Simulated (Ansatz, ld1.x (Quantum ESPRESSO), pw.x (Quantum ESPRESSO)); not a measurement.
## Tc: one change to the PAW potential, in the atom and in the fcc crystal

```json
{"Element": "technetium (Tc)", "Generator": "ld1.x (Quantum ESPRESSO) 7.5", "Type": "PAW", "Functional": "PBE", "Relativity": "scalar-relativistic", "Frozen core": "[Kr]", "Valence charge": "7", "Reference configuration": "4d5 5s0 5p0 (charge +2)", "Partial waves": "5s (bound, empty): rcut 2.15, rcutus 2.60 bohr; 5s channel at 0.2 Ry: rcut 2.15, rcutus 2.60 bohr; 5p (bound, empty): rcut 3.00, rcutus 3.40 bohr; 5p channel at 1.45 Ry: rcut 3.00, rcutus 3.40 bohr; 4d (bound): rcut 1.80, rcutus 2.35 bohr; 4d channel at -1.3 Ry: rcut 1.80, rcutus 2.35 bohr", "Local potential": "all-electron potential smoothed inside 2.20 bohr (lloc = -1)", "Core correction": "none", "Augmentation charge": "BESSEL, radius 1.80 bohr"}
```

Change: local potential all-electron potential smoothed inside 2.20 bohr (lloc = -2).

Cutoffs, loose and tight: the cutoffs (Ry, on a coarse ladder) from which the occupation-weighted sum of valence levels, in a spherical-Bessel basis at the reference potential, stays within 10 and 1 mRy of its value at 400 Ry. They do not see the model core or the augmentation charge, which bear on the density cutoff. Test errors are all-electron minus pseudo excitation energies from the reference, over the configurations 4d5 5s2 5p0; 4d5 5s1 5p0; 4d4 5s0 5p0; 4d6 5s1 5p0; 4d4 5s2 5p1; 4d3 5s0 5p0; 4d5.5 5s1.5 5p0; variants that change the core or the reference have their own tests.

Crystal test: fcc Tc in pw.x 7.5, no spin, 15³ k-points, Fermi–Dirac smearing 0.01 Ry, cutoffs set for each file from its atomic test. The reference is all-electron LAPW (Ansatz 0.2.0) with the same functional, mesh and smearing; V0 and B0 come from Birch–Murnaghan fits to the pressures at five volumes. Errors are pseudo minus all-electron; Δ is the rms difference of the E(V) curves that follow from these fits, minima aligned, over ±6 % about the mean V0. Mesh and smearing are coarse, so the numbers serve the comparison and aren't converged zero-temperature values; the lattice is a test structure that the element need not adopt.

All-electron: a0 = 3.873 Å (V0 = 14.52 Å³/atom), B0 = 295.3 GPa.

Problem. Does the change bring the crystal closer to the all-electron result?

Solution. The mean pressure error goes from -4.75 to -3.27 GPa, so the change moves the solid closer to the all-electron pressures.

| quantity | base | changed |
| --- | --- | --- |
| outcome (atom) | generated | generated |
| cutoff, loose (atom) | 18 Ry | 18 Ry |
| cutoff, tight (atom) | 30 Ry | 30 Ry |
| bound ghosts (atom) | none | none |
| largest test error (meV) (atom) | -985 | -986 |
| cutoffs in pw.x (Ry) | 40/320 | 40/320 |
| a0 (Å) | 3.853 | 3.859 |
| a0 error (%) | -0.50 | -0.35 |
| B0 error (%) | +13.1 | +12.5 |
| Δ (meV/atom) | 14.6 | 10.1 |
| mean pressure error (GPa) | -4.75 | -3.27 |

Base: The largest radius (3.40 bohr) exceeds half the bond length (2.59 bohr), so the spheres overlap, which is one possible source of error among others. This is a poor potential for the solid. Changed file: The largest radius (3.40 bohr) exceeds half the bond length (2.59 bohr), so the spheres overlap, which is one possible source of error among others. This is a poor potential for the solid. The atomic cutoffs weigh occupied waves only.
